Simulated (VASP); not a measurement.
# PbSe (Clausthalite) (Fm-3m) in VASP: a series of runs

Runs on PbSe (Clausthalite). Level: PBE. Tasks: single point.

All numbers are computed with VASP 6.6.1; they aren't measurements. Logs are shortened: lines on timing, memory, paths and dates and some standing lists are left out, and cuts for length are marked.

**The experiment to reproduce.**

A printed reference work, monograph reports, for a bulk crystal of PbSe: band gap 0.28 eV (direct) at 300 K; band gap 0.15 eV (direct) at 4.2 K.

The results are compared with them further down.

### Step 1. The cell of the first run

It takes space group Fm-3m (No. 225, cubic). The conventional cell has a = 5.954 Å, b = 5.954 Å, c = 5.954 Å, α = 90.00°, β = 90.00°, γ = 90.00°. Within 3.9 Å of Pb (site symmetry m-3m) lie 6 Se at 2.98 Å. Within 3.9 Å of Se (site symmetry m-3m) lie 6 Pb at 2.98 Å.

### Step 2. Single point, PBE

Contents of INCAR:

```
ALGO     = Normal         # electronic algorithm
EDIFF    = 1E-6           # SCF threshold, eV
ENCUT    = 520            # plane-wave cutoff, eV
GGA      = PE             # functional
ISIF     = 2              # what is computed and relaxed
ISMEAR   = 0              # smearing method
LASPH    = T              # aspherical terms in the spheres
LCHARG   = F              # write CHGCAR
LREAL    = F              # projectors in reciprocal space
LWAVE    = F              # write WAVECAR
NBANDS   = 17             # bands
NELM     = 100            # most SCF steps
PREC     = Accurate       # precision mode
SIGMA    = 0.01           # smearing width, eV
```

Contents of KPOINTS:

```
k-points
0
Gamma
  6 6 6
```

Contents of POSCAR:

```
PbSe
1.0
    0.0000000000      2.9767539910      2.9767539910
    2.9767539910      0.0000000000      2.9767539910
    2.9767539910      2.9767539910      0.0000000000
Pb Se
1 1
Direct
    0.0000000000      0.0000000000      0.0000000000
    0.5000000000      0.5000000000      0.5000000000
```

Potentials or basis: VASP PAW PBE potentials, release 64 (Pb_d, Se).

Command:

```
cat potpaw_PBE.64/Pb_d/POTCAR potpaw_PBE.64/Se/POTCAR > POTCAR
mpirun -np 1 vasp_std > vasp.out
```

OUTCAR:

```text
EDIFF = 1E-6
   ENCUT = 520
   GGA = PE
   ISIF = 2
   ISMEAR = 0
   LASPH = T
   LREAL = F
   NELM = 100
   PREC = Accurate

 ion  position               nearest neighbor table
   1  0.000  0.000  0.000-   2 2.98   2 2.98   2 2.98   2 2.98   2 2.98   2 2.98
   2  0.500  0.500  0.500-   1 2.98   1 2.98   1 2.98   1 2.98   1 2.98   1 2.98

  LATTYP: Found a face centered cubic cell.
 ALAT       =     5.9535079820

  Lattice vectors:

 A1 = (   0.0000000000,   2.9767539910,   2.9767539910)
 A2 = (   2.9767539910,   0.0000000000,   2.9767539910)
 A3 = (   2.9767539910,   2.9767539910,   0.0000000000)

Analysis of symmetry for initial positions (statically):
=====================================================================
 Subroutine PRICEL returns:
 Original cell was already a primitive cell.

 Routine SETGRP: Setting up the symmetry group for a
 face centered cubic supercell.

 Subroutine GETGRP returns: Found 48 space group operations
 (whereof 48 operations were pure point group operations)
 out of a pool of 48 trial point group operations.

The static configuration has the point symmetry O_h .

Analysis of symmetry for dynamics (positions and initial velocities):
=====================================================================
 Subroutine PRICEL returns:
 Original cell was already a primitive cell.

 Routine SETGRP: Setting up the symmetry group for a
 face centered cubic supercell.

 Subroutine GETGRP returns: Found 48 space group operations
 (whereof 48 operations were pure point group operations)
 out of a pool of 48 trial point group operations.

The dynamic configuration has the point symmetry O_h .

 Subroutine INISYM returns: Found 48 space group operations
 (whereof 48 operations are pure point group operations),
 and found     1 'primitive' translations

----------------------------------------------------------------------------------------

                                     Primitive cell

  volume of cell :      52.7544

  direct lattice vectors                    reciprocal lattice vectors
     0.000000000  2.976753991  2.976753991    -0.167968197  0.167968197  0.167968197
     2.976753991  0.000000000  2.976753991     0.167968197 -0.167968197  0.167968197
     2.976753991  2.976753991  0.000000000     0.167968197  0.167968197 -0.167968197

  length of vectors
     4.209765866  4.209765866  4.209765866     0.290929451  0.290929451  0.290929451

  position of ions in fractional coordinates (direct lattice)
     0.000000000  0.000000000  0.000000000
     0.500000000  0.500000000  0.500000000

  ion indices of the primitive-cell ions
   primitive index   ion index
                 1           1
                 2           2

----------------------------------------------------------------------------------------

 KPOINTS: k-points

Automatic generation of k-mesh.
 Grid dimensions read from file:
 generate k-points for:    6    6    6

 Generating k-lattice:

  Cartesian coordinates                     Fractional coordinates (reciprocal lattice)
    -0.027994699  0.027994699  0.027994699     0.166666667  0.000000000  0.000000000
     0.027994699 -0.027994699  0.027994699     0.000000000  0.166666667  0.000000000
     0.027994699  0.027994699 -0.027994699     0.000000000  0.000000000  0.166666667

  Length of vectors
     0.048488242  0.048488242  0.048488242

  Shift w.r.t. Gamma in fractional coordinates (k-lattice)
     0.000000000  0.000000000  0.000000000

 Subroutine IBZKPT returns following result:
 ===========================================

 Found     16 irreducible k-points:

 Following reciprocal coordinates:
            Coordinates               Weight
  0.000000  0.000000  0.000000      1.000000
  0.166667  0.000000  0.000000      8.000000
  0.333333  0.000000  0.000000      8.000000
  0.500000  0.000000  0.000000      4.000000
  0.166667  0.166667  0.000000      6.000000
  0.333333  0.166667  0.000000     24.000000
[... 8 lines left out ...]
 -0.333333  0.333333  0.166667     24.000000
 -0.333333  0.500000  0.166667     12.000000
   k-points           NKPTS =     16   k-points in BZ     NKDIM =     16   number of bands    NBANDS=     17
   number of dos      NEDOS =    301   number of ions     NIONS =      2
   total plane-waves  NPLWV =  32768
   dimension x,y,z NGX =    32 NGY =   32 NGZ =   32
   dimension x,y,z NGXF=    64 NGYF=   64 NGZF=   64
   ions per type =               1   1
   NGX,Y,Z   is equivalent  to a cutoff of  12.64, 12.64, 12.64 a.u.
   NGXF,Y,Z  is equivalent  to a cutoff of  25.27, 25.27, 25.27 a.u.
 SYSTEM =  unknown system
   PREC   = accura    normal or accurate (medium, high low for compatibility)
   ISTART =      0    job   : 0-new  1-cont  2-samecut
   ICHARG =      2    charge: 1-file 2-atom 10-const
   ISPIN  =      1    spin polarized calculation?
   LNONCOLLINEAR =      F non collinear calculations
   LSORBIT =      F    spin-orbit coupling
   LASPH  =      T    aspherical Exc in radial PAW
   ENCUT  =  520.0 eV  38.22 Ry    6.18 a.u.   7.83  7.83  7.83*2*pi/ulx,y,z
   NELM   =    100;   NELMIN=  2; NELMDL= -5     # of ELM steps
   EDIFF  = 0.1E-05   stopping-criterion for ELM
   LREAL  =      F    real-space projection
   EDIFFG = 0.1E-04   stopping-criterion for IOM
   NSW    =      0    number of steps for IOM
   IBRION =     -1    ionic relax: 0-MD 1-quasi-New 2-CG
   NFREE  =      0    steps in history (QN), initial steepest desc. (CG)
   ISIF   =      2    stress and relaxation
   ISYM   =      2    0-nonsym 1-usesym 2-fastsym
   POTIM  = 0.5000    time-step for ionic-motion
   TEBEG  =    0.0;   TEEND  =   0.0 temperature during run
   PSTRESS=    0.0 pullay stress
   NELECT =      20.0000    total number of electrons
   NUPDOWN=      -1.0000    fix difference up-down
   EMIN   =  10.00;   EMAX   =-10.00  energy-range for DOS
   EFERMI =   0.00;   METHOD = LEGACY
   ISMEAR =     0;   SIGMA  =   0.01  broadening in eV -4-tet -1-fermi 0-gaus
   EFERMI_NEDOS =   21; number of points for ismear=-14 and -15
   IALGO  =     38    algorithm
   IMIX   =      4    mixing-type and parameters
     AMIX     =   0.40;   BMIX     =  1.00
     AMIX_MAG =   1.60;   BMIX_MAG =  1.00
  volume/ion in A,a.u.               =      26.38       178.00
  Fermi-wavevector in a.u.,A,eV,Ry     =   1.184855  2.239051 19.100967  1.403881
  Thomas-Fermi vector in A             =   2.321061
   LORBIT       =      0    0 simple, 1 ext, 2 COOP (PROOUT), +10 PAW based schemes
   GGA     = PE    functional components
   LHFCALC =     F    Hartree Fock is set to
   AEXX    =    0.0000 exact exchange contribution
   IVDW    =     0    specifies the selected vdW correction
   LEPSILON=     F    determine dielectric tensor
   LRPA    =     F    only Hartree local field effects (RPA)
 non-spin polarized calculation
 Gauss-broadening in eV      SIGMA  =   0.01
  energy-cutoff  :      520.00
  volume of cell :       52.75
 maximum number of plane-waves:      1435
   NGX = 15   NGY = 15   NGZ = 15

 number of electron      19.9999999 magnetization

 Free energy of the ion-electron system (eV)
  ---------------------------------------------------
  ext. energy  EPLUGINS =         0.00000000
  ---------------------------------------------------
  free energy    TOTEN  =        -8.03706294 eV

  energy without entropy =       -8.03696024  energy(sigma->0) =       -8.03701159

 E-fermi :   6.2198     XC(G=0):  -9.9304

 val. band max:        6.2114044942   @ k =   0.5000   0.0000   0.0000
 cond. band min:       6.2282606619   @ k =   0.5000   0.0000   0.0000
 fundamental gap:      0.0168561677
 Fermi energy:         6.2198325780

 k-point     1 :       0.0000    0.0000    0.0000
  band No.  band energies     occupation
      1     -10.8617      2.00000
      2     -10.8617      2.00000
      3     -10.8601      2.00000
      4     -10.8601      2.00000
      5     -10.8601      2.00000
      6      -8.2156      2.00000
[... 9 lines left out ...]
     16      12.4628      0.00000
     17      14.0235      0.00000

 k-point     2 :       0.1667    0.0000    0.0000
  band No.  band energies     occupation
      1     -10.8706      2.00000
      2     -10.8706      2.00000
      3     -10.8593      2.00000
      4     -10.8490      2.00000
      5     -10.8490      2.00000
      6      -7.9762      2.00000
[... 9 lines left out ...]
     16      13.0870      0.00000
     17      16.0858      0.00000

 k-point     3 :       0.3333    0.0000    0.0000
  band No.  band energies     occupation
      1     -10.8886      2.00000
      2     -10.8886      2.00000
      3     -10.8584      2.00000
      4     -10.8261      2.00000
      5     -10.8261      2.00000
      6      -7.3688      2.00000
[... 9 lines left out ...]
     16      14.6027      0.00000
     17      18.4185      0.00000

 k-point     4 :       0.5000    0.0000    0.0000
  band No.  band energies     occupation
      1     -10.8976      2.00000
      2     -10.8976      2.00000
      3     -10.8584      2.00000
      4     -10.8146      2.00000
      5     -10.8146      2.00000
      6      -6.9428      2.00000
[... 9 lines left out ...]
     16      16.2265      0.00000
     17      16.5067      0.00000

 k-point     5 :       0.1667    0.1667    0.0000
  band No.  band energies     occupation
      1     -10.8921      2.00000
      2     -10.8667      2.00000
      3     -10.8552      2.00000
      4     -10.8454      2.00000
      5     -10.8454      2.00000
      6      -7.8859      2.00000
[... 9 lines left out ...]
     16      14.2703      0.00000
     17      15.4887      0.00000

 k-point     6 :       0.3333    0.1667    0.0000
  band No.  band energies     occupation
      1     -10.9254      2.00000
      2     -10.8655      2.00000
      3     -10.8644      2.00000
      4     -10.8325      2.00000
      5     -10.8228      2.00000
      6      -7.3768      2.00000
[... 9 lines left out ...]
     16      15.5846      0.00000
     17      17.4007      0.00000

 k-point     7 :       0.5000    0.1667    0.0000
  band No.  band energies     occupation
      1     -10.9360      2.00000
      2     -10.8810      2.00000
      3     -10.8546      2.00000
      4     -10.8266      2.00000
      5     -10.8119      2.00000
      6      -6.8264      2.00000
[... 9 lines left out ...]
     16      16.4804      0.00000
     17      16.9688      0.00000

 k-point     8 :      -0.3333    0.1667    0.0000
  band No.  band energies     occupation
      1     -10.9160      2.00000
      2     -10.8881      2.00000
      3     -10.8507      2.00000
      4     -10.8265      2.00000
      5     -10.8239      2.00000
      6      -6.9808      2.00000
[... 9 lines left out ...]
     16      15.9495      0.00000
     17      17.3834      0.00000

 k-point     9 :      -0.1667    0.1667    0.0000
  band No.  band energies     occupation
      1     -10.8839      2.00000
      2     -10.8817      2.00000
      3     -10.8572      2.00000
      4     -10.8435      2.00000
      5     -10.8329      2.00000
      6      -7.5983      2.00000
[... 9 lines left out ...]
     16      15.0837      0.00000
     17      15.8676      0.00000

 k-point    10 :       0.3333    0.3333    0.0000
  band No.  band energies     occupation
      1     -10.9954      2.00000
      2     -10.8797      2.00000
      3     -10.8420      2.00000
      4     -10.8144      2.00000
      5     -10.8144      2.00000
      6      -7.0113      2.00000
[... 9 lines left out ...]
     16      16.7524      0.00000
     17      17.4288      0.00000

 k-point    11 :       0.5000    0.3333    0.0000
  band No.  band energies     occupation
      1     -11.0202      2.00000
      2     -10.8743      2.00000
      3     -10.8491      2.00000
      4     -10.8103      2.00000
      5     -10.8043      2.00000
      6      -6.5689      2.00000
[... 9 lines left out ...]
     16      17.3081      0.00000
     17      18.2054      0.00000

 k-point    12 :      -0.3333    0.3333    0.0000
  band No.  band energies     occupation
      1     -10.9802      2.00000
      2     -10.8689      2.00000
      3     -10.8515      2.00000
      4     -10.8267      2.00000
      5     -10.8124      2.00000
      6      -6.5438      2.00000
[... 9 lines left out ...]
     16      15.8931      0.00000
     17      17.9211      0.00000

 k-point    13 :       0.5000    0.5000    0.0000
  band No.  band energies     occupation
      1     -11.0620      2.00000
      2     -10.8862      2.00000
      3     -10.8354      2.00000
      4     -10.7980      2.00000
      5     -10.7980      2.00000
      6      -6.4238      2.00000
[... 9 lines left out ...]
     16      18.4463      0.00000
     17      18.8385      0.00000

 k-point    14 :       0.5000    0.3333    0.1667
  band No.  band energies     occupation
      1     -10.9647      2.00000
      2     -10.8668      2.00000
      3     -10.8614      2.00000
      4     -10.8227      2.00000
      5     -10.8150      2.00000
      6      -6.8599      2.00000
[... 9 lines left out ...]
     16      16.4461      0.00000
     17      16.9189      0.00000

 k-point    15 :      -0.3333    0.3333    0.1667
  band No.  band energies     occupation
      1     -10.9791      2.00000
      2     -10.8723      2.00000
      3     -10.8438      2.00000
      4     -10.8385      2.00000
      5     -10.8059      2.00000
      6      -6.5432      2.00000
[... 9 lines left out ...]
     16      17.5652      0.00000
     17      17.7258      0.00000

 k-point    16 :      -0.3333    0.5000    0.1667
  band No.  band energies     occupation
      1     -11.0226      2.00000
      2     -10.8654      2.00000
      3     -10.8551      2.00000
      4     -10.8213      2.00000
      5     -10.7980      2.00000
      6      -6.4052      2.00000
[... 9 lines left out ...]
     16      18.1601      0.00000
     17      18.8365      0.00000

------------------------ aborting loop because EDIFF is reached ----------------------------------------

  FORCE on cell =-STRESS in cart. coord.  units (eV):
  Direction    XX          YY          ZZ          XY          YZ          ZX
  --------------------------------------------------------------------------------------
  -------------------------------------------------------------------------------------
  Total        2.5154891      2.5154891      2.5154891      0.0000000      0.0000000      0.0000000
  in kB       76.3966284     76.3966284     76.3966284      0.0000000      0.0000000      0.0000000
  external PRESSURE =      76.3966284 kB  Pullay stress =       0.0000000 kB

 VOLUME and BASIS-vectors are now :
 -----------------------------------------------------------------------------
  energy-cutoff  :      520.00
  volume of cell :       52.75
      direct lattice vectors                 reciprocal lattice vectors
     0.000000000  2.976753991  2.976753991    -0.167968197  0.167968197  0.167968197
     2.976753991  0.000000000  2.976753991     0.167968197 -0.167968197  0.167968197
     2.976753991  2.976753991  0.000000000     0.167968197  0.167968197 -0.167968197

 POSITION                                       TOTAL-FORCE (eV/Angst)
 -----------------------------------------------------------------------------------
      0.00000      0.00000      0.00000        -0.000000     -0.000000     -0.000000
      2.97675      2.97675      2.97675         0.000000      0.000000      0.000000
 -----------------------------------------------------------------------------------
    total drift:                                0.000000     -0.000000     -0.000000

  FREE ENERGIE OF THE ION-ELECTRON SYSTEM (eV)
  ---------------------------------------------------
  free  energy   TOTEN  =        -8.0370629429 eV

  energy  without entropy=       -8.0369602428  energy(sigma->0) =       -8.03701159
```

Run time: 7.3 s. Hardware: 1 thread of Intel Xeon 6975P-C, shared host; peak memory 0.18 GiB.

Results:

```yaml
Free_energy: -8.0371 eV
Pressure: 7.6 GPa
Band_gap_on_the_k_mesh: 0.02 eV, direct
```

Caveat: spin-orbit coupling is left out, which moves the levels of the heavy elements. A k mesh can miss the band edges.

(Part 1 of 2 ends here.)
